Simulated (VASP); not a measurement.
# AlP (F-43m) in VASP: a series of runs, part 2 of 2

VASP 6.6.1.

### 3 Single point, PBE+D3(BJ)

This run uses another cell than the first one, of 19.31 Å³/atom, 1.118 times its volume.

File INCAR:

```
SYSTEM = AlP
ALGO     = Normal         ! electronic algorithm
EDIFF    = 1E-6           ! SCF threshold, eV
ENCUT    = 500            ! plane-wave cutoff, eV
GGA      = PE             ! functional
GGA_COMPAT= .FALSE.      
ISIF     = 2              ! what is computed and relaxed
ISMEAR   = 0              ! smearing method
IVDW     = 12             ! dispersion correction
LASPH    = .TRUE.         ! aspherical terms in the spheres
LCHARG   = .FALSE.        ! write CHGCAR
LREAL    = .FALSE.        ! projectors in reciprocal space
LWAVE    = .FALSE.        ! write WAVECAR
NBANDS   = 11             ! bands
NELM     = 120            ! most SCF steps
PREC     = Accurate       ! precision mode
SIGMA    = 0.01           ! smearing width, eV
```

File KPOINTS:

```
k-points
0
G
  8 8 8
  0 0 0
```

File POSCAR:

```
AlP
1.0
    0.0000000000      2.6827554797      2.6827554797
    2.6827554797      0.0000000000      2.6827554797
    2.6827554797      2.6827554797      0.0000000000
Al P
1 1
Direct
    0.0000000000      0.0000000000      0.0000000000
    0.2500000000      0.2500000000      0.2500000000
```

Potentials or basis: VASP PAW PBE potentials, release 64 (Al, P).

Started as:

```
$ cat potpaw_PBE.64/Al/POTCAR potpaw_PBE.64/P/POTCAR > POTCAR
$ mpirun -np 1 vasp_std > vasp.out
```

OUTCAR:

```text
SYSTEM = AlP
   EDIFF = 1E-6
   ENCUT = 500
   GGA = PE
   ISIF = 2
   ISMEAR = 0
   IVDW = 12
   LASPH = .TRUE.
   LREAL = .FALSE.
   NELM = 120
   PREC = Accurate
 IVDW          = 12

 ion  position               nearest neighbor table
   1  0.000  0.000  0.000-   2 2.32   2 2.32   2 2.32   2 2.32
   2  0.250  0.250  0.250-   1 2.32   1 2.32   1 2.32   1 2.32

  LATTYP: Found a face centered cubic cell.
 ALAT       =     5.3655109594

  Lattice vectors:

 A1 = (   0.0000000000,   2.6827554797,   2.6827554797)
 A2 = (   2.6827554797,   0.0000000000,   2.6827554797)
 A3 = (   2.6827554797,   2.6827554797,   0.0000000000)

Analysis of symmetry for initial positions (statically):
=====================================================================
 Subroutine PRICEL returns:
 Original cell was already a primitive cell.

 Routine SETGRP: Setting up the symmetry group for a
 face centered cubic supercell.

 Subroutine GETGRP returns: Found 24 space group operations
 (whereof 24 operations were pure point group operations)
 out of a pool of 48 trial point group operations.

The static configuration has the point symmetry T_d .

Analysis of symmetry for dynamics (positions and initial velocities):
=====================================================================
 Subroutine PRICEL returns:
 Original cell was already a primitive cell.

 Routine SETGRP: Setting up the symmetry group for a
 face centered cubic supercell.

 Subroutine GETGRP returns: Found 24 space group operations
 (whereof 24 operations were pure point group operations)
 out of a pool of 48 trial point group operations.

The dynamic configuration has the point symmetry T_d .

 Subroutine INISYM returns: Found 24 space group operations
 (whereof 24 operations are pure point group operations),
 and found     1 'primitive' translations

----------------------------------------------------------------------------------------

[... 118 lines left out ...]
   LHFCALC =     F    Hartree Fock is set to
   AEXX    =    0.0000 exact exchange contribution
   IVDW    =    12    specifies the selected vdW correction
   LEPSILON=     F    determine dielectric tensor
   LRPA    =     F    only Hartree local field effects (RPA)
 non-spin polarized calculation
 Gauss-broadening in eV      SIGMA  =   0.01
  energy-cutoff  :      500.00
  volume of cell :       38.62
 maximum number of plane-waves:       995
   NGX = 13   NGY = 13   NGZ = 13

 number of electron       7.9999999 magnetization

 Free energy of the ion-electron system (eV)
  ---------------------------------------------------
  ext. energy  EPLUGINS =         0.00000000
  ---------------------------------------------------
  free energy    TOTEN  =       -10.30823983 eV

  energy without entropy =      -10.30823983  energy(sigma->0) =      -10.30823983

 E-fermi :   5.1232     XC(G=0):  -9.4141

 val. band max:        5.0721959180   @ k =   0.0000   0.0000   0.0000
 cond. band min:       6.5422394574   @ k =   0.5000   0.5000   0.0000
 fundamental gap:      1.4700435395
 Fermi energy:         5.1231580291

 k-point     1 :       0.0000    0.0000    0.0000
  band No.  band energies     occupation
      1      -6.7421      2.00000
      2       5.0722      2.00000
      3       5.0722      2.00000
      4       5.0722      2.00000
      5       8.8318      0.00000
      6       9.7059      0.00000
      7       9.7059      0.00000
      8       9.7059      0.00000
      9      13.9648      0.00000
     10      13.9648      0.00000
     11      15.7390      0.00000
[... 309 lines left out ...]
 k-point    24 :      -0.3750    0.2500    0.1250
  band No.  band energies     occupation
      1      -4.5925      2.00000
      2      -0.2988      2.00000
      3       2.3568      2.00000
      4       3.5041      2.00000
      5       9.0671      0.00000
      6       9.6995      0.00000
      7      12.1346      0.00000
      8      12.9728      0.00000
      9      14.3243      0.00000
     10      16.7768      0.00000
     11      18.1944      0.00000

 [... further k-points ...]

------------------------ aborting loop because EDIFF is reached ----------------------------------------

 Edisp (eV)   -0.65221

 E8    (eV) :    -0.2703

  FORCE on cell =-STRESS in cart. coord.  units (eV):
  Direction    XX          YY          ZZ          XY          YZ          ZX
  --------------------------------------------------------------------------------------
  -------------------------------------------------------------------------------------
  Total       1.10810     1.10810     1.10810     0.00000     0.00000     0.00000
  in kB      45.97442    45.97442    45.97442     0.00000     0.00000     0.00000
  external pressure =       45.97 kB  Pullay stress =        0.00 kB

 VOLUME and BASIS-vectors are now :
 -----------------------------------------------------------------------------
  energy-cutoff  :      500.00
  volume of cell :       38.62
      direct lattice vectors                 reciprocal lattice vectors
     0.000000000  2.682755480  2.682755480    -0.186375540  0.186375540  0.186375540
     2.682755480  0.000000000  2.682755480     0.186375540 -0.186375540  0.186375540
     2.682755480  2.682755480  0.000000000     0.186375540  0.186375540 -0.186375540

 POSITION                                       TOTAL-FORCE (eV/Angst)
 -----------------------------------------------------------------------------------
      0.00000      0.00000      0.00000         0.000000      0.000000      0.000000
      1.34138      1.34138      1.34138        -0.000000     -0.000000     -0.000000
 -----------------------------------------------------------------------------------
    total drift:                                0.000000      0.000000      0.000000

  FREE ENERGIE OF THE ION-ELECTRON SYSTEM (eV)
  ---------------------------------------------------
  free  energy   TOTEN  =       -10.9604462436 eV

  energy  without entropy=      -10.9604462436  energy(sigma->0) =      -10.96044624
```

OSZICAR:

```text
N       E                     dE             d eps       ncg     rms          rms(c)
DAV:   1     0.117108420380E+02    0.11711E+02   -0.31103E+03   638   0.541E+02
DAV:   2    -0.982850582871E+01   -0.21539E+02   -0.20760E+02   816   0.912E+01
DAV:   3    -0.106723521508E+02   -0.84385E+00   -0.84274E+00   803   0.173E+01
DAV:   4    -0.106789549042E+02   -0.66028E-02   -0.66022E-02   765   0.186E+00
DAV:   5    -0.106790677977E+02   -0.11289E-03   -0.11289E-03   819   0.230E-01    0.476E+00
DAV:   6    -0.103580494643E+02    0.32102E+00   -0.59470E-01   710   0.293E+00    0.307E+00
DAV:   7    -0.103078495713E+02    0.50200E-01   -0.23777E-01   771   0.201E+00    0.151E+00
DAV:   8    -0.103081883775E+02   -0.33881E-03   -0.15753E-02   743   0.623E-01    0.216E-01
DAV:   9    -0.103081023923E+02    0.85985E-04   -0.71813E-04   759   0.150E-01    0.823E-02
DAV:  10    -0.103082343519E+02   -0.13196E-03   -0.18701E-04   716   0.738E-02    0.867E-03
DAV:  11    -0.103082392562E+02   -0.49043E-05   -0.20793E-05   786   0.219E-02    0.133E-02
DAV:  12    -0.103082398269E+02   -0.57075E-06   -0.17046E-06   719   0.688E-03
   1 F= -.10960446E+02 E0= -.10960446E+02  d E =-.173766E-15
```

stdout:

```text
POSCAR found type information on POSCAR AlP
 POSCAR found :  2 types and       2 ions
 scaLAPACK will be used
 LDA part: xc-table for (Slater+PW92), standard interpolation
 POSCAR, INCAR and KPOINTS ok, starting setup
 FFT: planning ... GRIDC
 FFT: planning ... GRID_SOFT
 FFT: planning ... GRID
 WAVECAR not read
 entering main loop
```

It took 15 s on 1 thread of Intel Xeon 8259CL, shared host; peak memory 0.16 GiB.

Results:

| Quantity | Value |
| --- | --- |
| Free energy | -10.9604 eV |
| Pressure | 4.6 GPa |
| Band gap on the k mesh | 1.47 eV, indirect (least direct gap 3.68 eV) |
| Dispersion energy per atom | -0.326 eV |

Caveat: three body term missing. A k mesh can miss the band edges.

### 4 Single point, PBE+D3(BJ)

This run uses another cell than the first one, of 18.51 Å³/atom, 1.072 times its volume.

File INCAR:

```
PREC     = Accurate       # precision mode
ENCUT    = 500            # plane-wave cutoff, eV
EDIFF    = 1E-6           # SCF threshold, eV
ISMEAR   = 0              # smearing method
SIGMA    = 0.01           # smearing width, eV
LREAL    = F              # projectors in reciprocal space
LASPH    = T              # aspherical terms in the spheres
NELM     = 120            # most SCF steps
ALGO     = Normal         # electronic algorithm
ISIF     = 2              # what is computed and relaxed
LWAVE    = F              # write WAVECAR
LCHARG   = F              # write CHGCAR
GGA      = PE             # functional
IVDW     = 12             # dispersion correction
NBANDS   = 11             # bands
GGA_COMPAT= F
```

File KPOINTS:

```
Automatic mesh
0
Gamma
  8 8 8
```

File POSCAR:

```
AlP
1.0
    0.0000000000      2.6450685012      2.6450685012
    2.6450685012      0.0000000000      2.6450685012
    2.6450685012      2.6450685012      0.0000000000
Al P
1 1
Direct
    0.0000000000      0.0000000000      0.0000000000
    0.2500000000      0.2500000000      0.2500000000
```

Started as:

```
$ cat potpaw_PBE.64/Al/POTCAR potpaw_PBE.64/P/POTCAR > POTCAR
$ mpirun -np 1 vasp_std > vasp.out
```

Run time: 15 s. Hardware: 1 thread of Intel Xeon 8259CL, shared host; peak memory 0.16 GiB.

It converged, with:

| Quantity | Value |
| --- | --- |
| Free energy | -10.8903 eV |
| Pressure | 9.5 GPa |
| Band gap on the k mesh | 1.37 eV, indirect (least direct gap 3.68 eV) |
| Dispersion energy per atom | -0.341 eV |

Levels at points of the mesh, in eV from the valence-band top:
```tsv
k point	band 1	band 2	band 3	band 4	band 5	band 6	band 7	band 8
(0.00, 0.00, 0.00)	-12.08	0.00	0.00	0.00	4.13	4.69	4.69	4.69
(0.50, 0.00, 0.00)	-10.15	-5.97	-0.82	-0.82	3.17	4.83	4.83	8.52
(0.50, 0.50, 0.00)	-9.39	-5.65	-2.30	-2.30	1.37	2.42	11.89	11.89
```

Caveat: three body term missing. A k mesh can miss the band edges.

### 5 Single point, PBE+D3(BJ)

This run uses another cell than the first one, of 20.31 Å³/atom, 1.176 times its volume.

File INCAR:

```
PREC = Accurate
ENCUT = 500
EDIFF = 1E-6
ISMEAR = 0
SIGMA = 0.01
LREAL = F
LASPH = T
NELM = 120
ALGO = Normal
ISIF = 2
LWAVE = F
LCHARG = F
GGA = PE
IVDW = 12
NBANDS = 11
GGA_COMPAT = F
```

KPOINTS is that of step 4.

File POSCAR:

```
AlP
1.0
    0.0000000000      2.7285358723      2.7285358723
    2.7285358723      0.0000000000      2.7285358723
    2.7285358723      2.7285358723      0.0000000000
Al P
1 1
Direct
    0.0000000000      0.0000000000      0.0000000000
    0.2500000000      0.2500000000      0.2500000000
```

Started as:

```
$ cat potpaw_PBE.64/Al/POTCAR potpaw_PBE.64/P/POTCAR > POTCAR
$ mpirun -np 1 vasp_std > vasp.out
```

Wall time 15 s (1 thread of Intel Xeon 8259CL, shared host); peak memory 0.16 GiB.

The run converged. Its results:

| Item | Value |
| --- | --- |
| Free energy | -10.9861 eV |
| Pressure | -0.3 GPa |
| Band gap on the k mesh | 1.58 eV, indirect (least direct gap 3.32 eV) |
| Dispersion energy per atom | -0.309 eV |

Levels at points of the mesh, in eV from the valence-band top:
| k point | band 1 | band 2 | band 3 | band 4 | band 5 | band 6 | band 7 | band 8 |
| --- | --- | --- | --- | --- | --- | --- | --- | --- |
| (0.00, 0.00, 0.00) | -11.51 | 0.00 | 0.00 | 0.00 | 3.32 | 4.56 | 4.56 | 4.56 |
| (0.50, 0.00, 0.00) | -9.83 | -5.53 | -0.76 | -0.76 | 2.82 | 4.82 | 4.82 | 8.28 |
| (0.50, 0.50, 0.00) | -9.17 | -5.31 | -2.11 | -2.11 | 1.58 | 2.47 | 11.09 | 11.09 |

Caveat: three body term missing.

### 6 Single point, PBE+D3(BJ)

This run uses another cell than the first one, of 20.25 Å³/atom, 1.172 times its volume.

File INCAR:

```
SYSTEM = AlP
PREC = Accurate
ENCUT = 500
EDIFF = 1E-6
ISMEAR = 0
SIGMA = 0.01
LREAL = .False.
LASPH = .True.
NELM = 120
ALGO = Normal
ISIF = 2
LWAVE = .False.
LCHARG = .False.
GGA = PE
IVDW = 12
NBANDS = 11
GGA_COMPAT = .False.
```

File KPOINTS:

```
regular mesh
0
Gamma
  8 8 8
  0 0 0
```

File POSCAR:

```
AlP
1.0
    0.0000000000      2.7255000000      2.7255000000
    2.7255000000      0.0000000000      2.7255000000
    2.7255000000      2.7255000000      0.0000000000
Al P
1 1
Direct
    0.0000000000      0.0000000000      0.0000000000
    0.2500000000      0.2500000000      0.2500000000
```

Potentials or basis: VASP PAW PBE potentials, release 64 (Al, P).

Started as:

```
$ cat potpaw_PBE.64/Al/POTCAR potpaw_PBE.64/P/POTCAR > POTCAR
$ mpirun -np 1 vasp_std > vasp.out
```

OUTCAR:

```text
SYSTEM = AlP
   PREC = Accurate
   ENCUT = 500
   EDIFF = 1E-6
   ISMEAR = 0
   LREAL = .False.
   LASPH = .True.
   NELM = 120
   ISIF = 2
   GGA = PE
   IVDW = 12
 IVDW          = 12

 ion  position               nearest neighbor table
   1  0.000  0.000  0.000-   2 2.36   2 2.36   2 2.36   2 2.36
   2  0.250  0.250  0.250-   1 2.36   1 2.36   1 2.36   1 2.36

  LATTYP: Found a face centered cubic cell.
 ALAT       =     5.4510000000

  Lattice vectors:

[... 521 lines left out ...]
 [... further k-points ...]

------------------------ aborting loop because EDIFF is reached ----------------------------------------

 Edisp (eV)   -0.61947

 E8    (eV) :    -0.2564

  FORCE on cell =-STRESS in cart. coord.  units (eV):
  Direction    XX          YY          ZZ          XY          YZ          ZX
  --------------------------------------------------------------------------------------
  -------------------------------------------------------------------------------------
  Total      -0.00945    -0.00945    -0.00945    -0.00000     0.00000    -0.00000
  in kB      -0.37393    -0.37393    -0.37393    -0.00000     0.00000    -0.00000
  external pressure =       -0.37 kB  Pullay stress =        0.00 kB

 VOLUME and BASIS-vectors are now :
 -----------------------------------------------------------------------------
  energy-cutoff  :      500.00
  volume of cell :       40.49
      direct lattice vectors                 reciprocal lattice vectors
     0.000000000  2.725500000  2.725500000    -0.183452578  0.183452578  0.183452578
     2.725500000  0.000000000  2.725500000     0.183452578 -0.183452578  0.183452578
     2.725500000  2.725500000  0.000000000     0.183452578  0.183452578 -0.183452578

 POSITION                                       TOTAL-FORCE (eV/Angst)
 -----------------------------------------------------------------------------------
      0.00000      0.00000      0.00000        -0.000000     -0.000000     -0.000000
      1.36275      1.36275      1.36275         0.000000      0.000000      0.000000
 -----------------------------------------------------------------------------------
    total drift:                               -0.000000     -0.000000     -0.000000

  FREE ENERGIE OF THE ION-ELECTRON SYSTEM (eV)
  ---------------------------------------------------
  free  energy   TOTEN  =       -10.9862332204 eV

  energy  without entropy=      -10.9862332204  energy(sigma->0) =      -10.98623322
```

OSZICAR:

```text
N       E                     dE             d eps       ncg     rms          rms(c)
DAV:   1     0.102280081754E+02    0.10228E+02   -0.27585E+03   646   0.519E+02
DAV:   2    -0.989744156939E+01   -0.20125E+02   -0.19298E+02   828   0.891E+01
DAV:   3    -0.107118388833E+02   -0.81440E+00   -0.81303E+00   789   0.167E+01
DAV:   4    -0.107188497891E+02   -0.70109E-02   -0.70103E-02   782   0.189E+00
DAV:   5    -0.107189668870E+02   -0.11710E-03   -0.11710E-03   789   0.226E-01    0.454E+00
DAV:   6    -0.104100556918E+02    0.30891E+00   -0.61140E-01   725   0.291E+00    0.290E+00
DAV:   7    -0.103662643189E+02    0.43791E-01   -0.22113E-01   768   0.191E+00    0.145E+00
DAV:   8    -0.103666921204E+02   -0.42780E-03   -0.15338E-02   735   0.606E-01    0.229E-01
DAV:   9    -0.103666096695E+02    0.82451E-04   -0.72520E-04   762   0.149E-01    0.913E-02
DAV:  10    -0.103667602951E+02   -0.15063E-03   -0.21420E-04   722   0.774E-02    0.103E-02
DAV:  11    -0.103667663061E+02   -0.60111E-05   -0.23438E-05   791   0.228E-02    0.915E-03
DAV:  12    -0.103667670760E+02   -0.76987E-06   -0.17177E-06   747   0.716E-03
   1 F= -.10986233E+02 E0= -.10986233E+02  d E =-.387668E-32
```

It took 15 s on 1 thread of Intel Xeon 8259CL, shared host; peak memory 0.16 GiB.

Results:

- Free energy: -10.9862 eV
- Pressure: 0.0 GPa
- Band gap on the k mesh: 1.57 eV, indirect (least direct gap 3.35 eV)
- Dispersion energy per atom: -0.310 eV

Levels at points of the mesh, in eV from the valence-band top:
| k point | band 1 | band 2 | band 3 | band 4 | band 5 | band 6 | band 7 | band 8 | band 9 |
| --- | --- | --- | --- | --- | --- | --- | --- | --- | --- |
| (0.00, 0.00, 0.00) | -11.53 | 0.00 | 0.00 | 0.00 | 3.35 | 4.57 | 4.57 | 4.57 | 8.84 |
| (0.50, 0.00, 0.00) | -9.84 | -5.55 | -0.77 | -0.77 | 2.83 | 4.82 | 4.82 | 8.29 | 11.55 |
| (0.50, 0.50, 0.00) | -9.17 | -5.32 | -2.11 | -2.11 | 1.57 | 2.47 | 11.12 | 11.12 | 12.11 |

Caveat: three body term missing.

### 7 Single point, PBE+D3(BJ)

This run uses another cell than the first one, of 20.25 Å³/atom, 1.172 times its volume.

File INCAR:

```
PREC = Accurate
ENCUT = 500
EDIFF = 1E-6
ISMEAR = 0
SIGMA = 0.01
LREAL = F
LASPH = T
NELM = 120
ALGO = Normal
ISIF = 2
LWAVE = F
LCHARG = T
GGA = PE
IVDW = 12
LELF = T
LVHAR = T
NBANDS = 11
GGA_COMPAT = F
```

File KPOINTS:

```
regular mesh
0
Gamma
  8 8 8
```

POSCAR is that of step 6.

Started as:

```
$ cat potpaw_PBE.64/Al/POTCAR potpaw_PBE.64/P/POTCAR > POTCAR
$ mpirun -np 1 vasp_std > vasp.out
```

Wall time 18 s (1 thread of Intel Xeon 8259CL, shared host); peak memory 0.16 GiB.

Results (log left out):

```yaml
Free_energy: -10.9862 eV
Pressure: 0.0 GPa
Band_gap_on_the_k_mesh: 1.57 eV, indirect (least direct gap 3.35 eV)
Dispersion_energy_per_atom: -0.310 eV
```

Levels at points of the mesh, in eV from the valence-band top:
| k point | band 1 | band 2 | band 3 | band 4 | band 5 | band 6 | band 7 | band 8 |
| --- | --- | --- | --- | --- | --- | --- | --- | --- |
| (0.00, 0.00, 0.00) | -11.53 | 0.00 | 0.00 | 0.00 | 3.35 | 4.57 | 4.57 | 4.57 |
| (0.50, 0.00, 0.00) | -9.84 | -5.55 | -0.77 | -0.77 | 2.83 | 4.82 | 4.82 | 8.29 |
| (0.50, 0.50, 0.00) | -9.17 | -5.32 | -2.11 | -2.11 | 1.57 | 2.47 | 11.12 | 11.12 |

Caveat: three body term missing.

### 8 The runs side by side

| cell | gap on the mesh (eV) | pressure (GPa) |
| --- | --- | --- |
| a = 3.655 Å, angles 60.0°, 2 atoms | 1.20 | 19.4 |
| a = 3.794 Å, angles 60.0°, 2 atoms | 1.47 | 4.6 |
| a = 3.741 Å, angles 60.0°, 2 atoms | 1.37 | 9.5 |
| a = 3.859 Å, angles 60.0°, 2 atoms | 1.58 | -0.3 |
| a = 3.854 Å, angles 60.0°, 2 atoms | 1.57 | 0.0 |

Alike in all rows: task single point; level PBE+D3(BJ); potentials or basis VASP PAW PBE potentials, release 64 (Al, P); no spin polarisation; k mesh 8 × 8 × 8; cutoff (eV) 500; smearing gaussian 0.01 eV.

Caveats: three body term missing.

Total energies depend on the potentials used, so only differences within one code and one set of settings carry meaning.

### 9 How close it comes

Step 5. A measured gap of AlP is 2.505 eV (indirect; 4.2 K; a printed reference work, data compilation); the calculated 1.58 eV misses it by -0.93 eV. The value is that of PBE+D3(BJ) on a finite k mesh, which can miss the band edges, without temperature or zero-point motion. Semilocal functionals fall short of measured gaps as a rule.

Step 6. Measured gap of AlP: 2.505 eV (indirect; 4.2 K; a printed reference work, data compilation). This calculation gives 1.57 eV (-0.94 eV). The value is that of PBE+D3(BJ) on a finite k mesh, which can miss the band edges, without temperature or zero-point motion. Semilocal functionals fall short of measured gaps as a rule.

Step 7. Measured gap of AlP: 2.505 eV (indirect; 4.2 K; a printed reference work, data compilation). This calculation gives 1.57 eV (-0.94 eV). The value is that of PBE+D3(BJ) on a finite k mesh, which can miss the band edges, without temperature or zero-point motion. Semilocal functionals fall short of measured gaps as a rule.
